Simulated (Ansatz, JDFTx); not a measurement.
Given: the input of a run of Ansatz 0.2.0 on PbF2 (Fluorocronite). 

File input.yaml:

```yaml
crystal:
  lattice:
    - [0.0, 2.96366, 2.96366]
    - [2.96366, 0.0, 2.96366]
    - [2.96366, 2.96366, 0.0]
  atoms:
    - { symbol: Pb, position: [0.0, 0.0, 0.0] }
    - { symbol: F, position: [0.75, 0.75, 0.75] }
    - { symbol: F, position: [0.25, 0.25, 0.25] }
hamiltonian:
  xc: pbesol
  pseudopotentials: { kind: paw }
kpoints:
  mp_grid: { grid: [8, 8, 8] }
scf:
  occupations: { method: fermi_dirac, width: 0.05 }
output:
  forces: true
  stress: true
  eigenvalues: true
```

Potentials or basis: Ansatz PAW.

Launch:

```console
$ ansatz run input.yaml --threads 1 --pin off --max-ram 3584MiB --backend cpu --events-out ev --progress --plain --runs-dir out
```

Question: What does the same run look like in JDFTx 1.7.0 (patched build)? Potentials or basis there: PseudoDojo-SR-PBEsol-0.4.1-standard with smoothed tails, cutoff 1143 eV.

Answer: As run (cutoffs and basis follow the program's own potentials, and thresholds, step limits or extra output files can differ):

PbF2.in

```
lattice \
    0.0000000000     5.6005057265     5.6005057265 \
    5.6005057265     0.0000000000     5.6005057265 \
    5.6005057265     5.6005057265     0.0000000000
coords-type Lattice
ion Pb     0.0000000000     0.0000000000     0.0000000000 1
ion F      0.7500000000     0.7500000000     0.7500000000 1
ion F      0.2500000000     0.2500000000     0.2500000000 1

ion-species pseudo/Pb.upf
ion-species pseudo/F.upf
elec-cutoff 42 336
elec-ex-corr gga-PBEsol
kpoint-folding 8 8 8
elec-smearing Fermi 0.0018374661
elec-n-bands 21
electronic-SCF nIterations 100 energyDiffThreshold 1e-09
electronic-minimize nIterations 30 energyDiffThreshold 1e-7
converge-empty-states yes
forces-output-coords Cartesian

dump-name run.$VAR
dump End Ecomponents EigStats BandEigs Kpoints Forces Stress ElecDensity Dtot KEdensity
```

Potentials or basis: PseudoDojo-SR-PBEsol-0.4.1-standard with smoothed tails.

Command:

```bash
$ jdftx -c 1 -i PbF2.in -o PbF2.out
```

Both were run:

|  | Ansatz | JDFTx |
| --- | --- | --- |
| Pressure | -1.1 GPa | -1.0 GPa |

Ansatz's pressure holds a Pulay term of +0.51 GPa for its cutoff of 420 eV, which the other run lacks.

Ansatz's potentials were made for PBE.

Where Ansatz's input types no cutoff or centring, it takes its own default and a Γ-centred mesh.

Pressure is positive in compression.
